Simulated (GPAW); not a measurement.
The system is Ni.

```
Ni
1.0
     0.00000    1.73757    1.73757
     1.73757    0.00000    1.73757
     1.73757    1.73757    0.00000
Ni
1
Direct
  0.00000 0.00000 0.00000
```

Base run:

- Program: GPAW 26.7.0
- Functional: LDA
- Potentials or basis: the program's PAW data sets (release 1.2.1) made for this functional
- Cutoff: 500 eV
- Basis: pw
- k mesh: 11 × 11 × 11
- Occupations: fermi-dirac, width 0.05 eV
- Spin: collinear spin, ferromagnetic start
- Starting moments: [2.0] μB

Its results: band gap on the k mesh none (metal or under the smearing width); pressure -9.1 GPa; net moment 0.57 μB per cell; site moments Ni +0.60 μB.

Q: The run is repeated on the same cell with these changes: cutoff from 500 eV to 450 eV. What comes out?

A: Band gap on the k mesh none (metal or under the smearing width); pressure -10.0 GPa; net moment 0.57 μB per cell; site moments Ni +0.60 μB.

Caveats: the cutoff is short for stress and forces, so pressures can be off by a GPa or more; the stock nickel data set gives pressures a few GPa off other programs.
